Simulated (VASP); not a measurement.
Input of a VASP 6.6.1 run:

File INCAR:

```
PREC = Accurate ; ENCUT = 520
EDIFF = 1E-6 ; ISMEAR = 1
SIGMA = 0.1 ; LREAL = False
LASPH = True ; NELM = 80
ALGO = Normal ; ISIF = 2
LWAVE = False ; LCHARG = False
GGA = PS ; ICORELEVEL = 1
KPAR = 4
```

The input KPOINTS:

```
regular mesh
0
Gamma
  8 8 8
```

File POSCAR:

```
Al2Pt
1.0
    5.9100000000      0.0000000000      0.0000000000
    0.0000000000      5.9100000000      0.0000000000
    0.0000000000      0.0000000000      5.9100000000
Al Pt
8 4
Direct
    0.2500000000      0.2500000000      0.2500000000
    0.7500000000      0.7500000000      0.2500000000
    0.7500000000      0.2500000000      0.7500000000
    0.2500000000      0.7500000000      0.7500000000
    0.7500000000      0.7500000000      0.7500000000
    0.2500000000      0.2500000000      0.7500000000
    0.2500000000      0.7500000000      0.2500000000
    0.7500000000      0.2500000000      0.2500000000
    0.0000000000      0.0000000000      0.0000000000
    0.5000000000      0.5000000000      0.0000000000
    0.5000000000      0.0000000000      0.5000000000
    0.0000000000      0.5000000000      0.5000000000
```

Potentials or basis: VASP PAW PBE potentials, release 64 (Al, Pt).

Launch:

```console
$ cat potpaw_PBE.64/Al/POTCAR potpaw_PBE.64/Pt/POTCAR > POTCAR
$ mpirun -np 4 vasp_std > vasp.out
```

Q: Predict the pressure.

A: -1.0 GPa.

Q: Estimate the band gap on the k mesh.

A: None (metal or under the smearing width).

Core levels (eV, on the scale of the bands):
| atom | levels |
| --- | --- |
| 1 Al | 1s -1498.1, 2s -95.3, 2p -56.7 |
| 2 Al | 1s -1498.1, 2s -95.3, 2p -56.7 |
| 3 Al | 1s -1498.1, 2s -95.3, 2p -56.7 |
| 4 Al | 1s -1498.1, 2s -95.3, 2p -56.7 |
| 5 Al | 1s -1498.1, 2s -95.3, 2p -56.7 |
| 6 Al | 1s -1498.1, 2s -95.3, 2p -56.7 |

Caveat: the PAW data sets were made with another functional, which shifts forces and pressure a little. The run has no spin-orbit coupling, so splittings on Pt are missing.
